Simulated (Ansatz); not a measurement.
# Is this PtSe2 structure stable?

It was relaxed at this level from a cell as deposited in COD.

The calculation used DFT PBE, scalar-relativistic, plane waves, PAW in Ansatz 0.2.0. Cutoff 420 eV, Γ-centred 12×12×4 mesh (3-atom cell), Gaussian smearing of 0.02 eV, no spin polarisation.

```cif
data_structure
_symmetry_space_group_name_H-M 'P-3m1'
_symmetry_Int_Tables_number 164
_cell_length_a 3.7515
_cell_length_b 3.7515
_cell_length_c 6.5142
_cell_angle_alpha 90.000
_cell_angle_beta 90.000
_cell_angle_gamma 120.000
_cell_volume 79.40
loop_
_atom_site_label
_atom_site_type_symbol
_atom_site_symmetry_multiplicity
_atom_site_Wyckoff_symbol
_atom_site_fract_x
_atom_site_fract_y
_atom_site_fract_z
_atom_site_occupancy
Pt1 Pt 1 a 0.00000 0.00000 0.00000 1
Se1 Se 2 d 0.33333 0.66667 0.20060 1
```

Energies over the elements count from the elements' standard structures at the same level, with no fitted energy shifts.

Q: These tests were run: energy against the elements; phonons on a 2×2×1 q mesh. What do they show?

A:

```json
{"test": "energy against the elements", "result": "−0.398 eV/atom"}
{"test": "phonons on a 2×2×1 q mesh", "result": "no imaginary mode on the mesh"}
```

It fails none of these tests. Competing phases weren't compared here.

No dispersion correction is applied, so the spacing and binding between layers, chains or molecules are poorly described. These runs have no spin–orbit coupling, which can matter for Pt. The reference form of Se is held partly by dispersion forces, which this level lacks. The run for the phonons used a 12×12×4 k mesh.
